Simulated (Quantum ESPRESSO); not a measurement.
The Cd K edge of atom 1 in CdSe (Fm-3m), with 6 Se at 2.87 Å (octahedral, site symmetry m-3m), was computed in 2 ways: excited-electron core hole (neutral cell) and no core hole. Program and functional: Quantum ESPRESSO XSpectra, LDA, Lorentzian half width 3.64 eV (not a setting of the program: the run's 0.4 eV curve was folded afterwards with a further Lorentzian); cells of 2 and 8 atoms (the run without a hole in the smaller).

Each run is counted from its own lowest empty level or Fermi level and scaled to a mean of 1 over its first 20 eV.

```csv
E (eV),run 1,run 2
-2.0,0.39,0.28
-1.4,0.44,0.31
-0.8,0.50,0.34
-0.2,0.57,0.39
0.4,0.65,0.44
1.0,0.74,0.49
1.6,0.83,0.55
2.2,0.92,0.62
2.8,1.00,0.70
3.4,1.08,0.78
4.0,1.14,0.86
4.6,1.18,0.94
5.2,1.21,1.02
5.8,1.21,1.08
6.4,1.20,1.13
7.0,1.18,1.17
7.6,1.15,1.19
8.2,1.11,1.20
8.8,1.08,1.20
9.4,1.04,1.19
10.0,1.01,1.18
10.6,0.99,1.16
11.2,0.97,1.14
11.8,0.96,1.12
12.4,0.95,1.10
13.0,0.95,1.09
13.6,0.95,1.08
14.2,0.95,1.07
14.8,0.95,1.07
15.4,0.95,1.06
16.0,0.95,1.06
16.6,0.95,1.05
17.2,0.95,1.05
17.8,0.96,1.06
18.4,0.97,1.07
19.0,0.97,1.07
19.6,0.98,1.08
20.2,0.98,1.09
20.8,0.97,1.10
21.4,0.96,1.11
22.0,0.94,1.11
22.6,0.93,1.10
23.2,0.92,1.09
23.8,0.91,1.08
24.4,0.90,1.06
25.0,0.91,1.05
25.6,0.92,1.03
26.2,0.93,1.03
26.8,0.95,1.03
27.4,0.97,1.03
28.0,0.99,1.05
28.6,1.01,1.06
29.2,1.03,1.09
29.8,1.04,1.11
30.4,1.06,1.14
31.0,1.07,1.16
31.6,1.07,1.18
```

Question: Which run is which?

Run 1: excited-electron core hole (neutral cell) (area from −2 to 6 eV 6.9, main maxima 5.7 eV (1.21) and 19.9 eV (0.98)). Run 2: no core hole (area from −2 to 6 eV 5.1, main maxima 8.4 eV (1.20) and 21.8 eV (1.11)). With each curve scaled to its own mean, the area from −2 to 6 eV with the hole is 6.9 against 5.1, and the centre of weight from −1 to 20 eV moves by -0.9 eV: the hole pulls the absorber's empty states down.

[Banner, clock and machine lines of the logs are left out without a mark of their own.]

[Logs are printed without paths, hosts, clocks, repeated set-up lines and the standing remarks that a program may print on its own settings, such as how far it seeks lower states.]

[Hosts, paths, dates, database ids (printed as entryN), source tags and the programs' standing remarks are cut or masked in the printed files.]

[Lists of maxima count a maximum above −3 eV only where it reaches 4 % of the highest in the window and stands out from its surroundings by 2 % of it (1.5 % where it reaches 55 %); shoulders and weaker maxima are passed over, and of the rest the first, up to two pre-edge ones and the few strongest are named.]
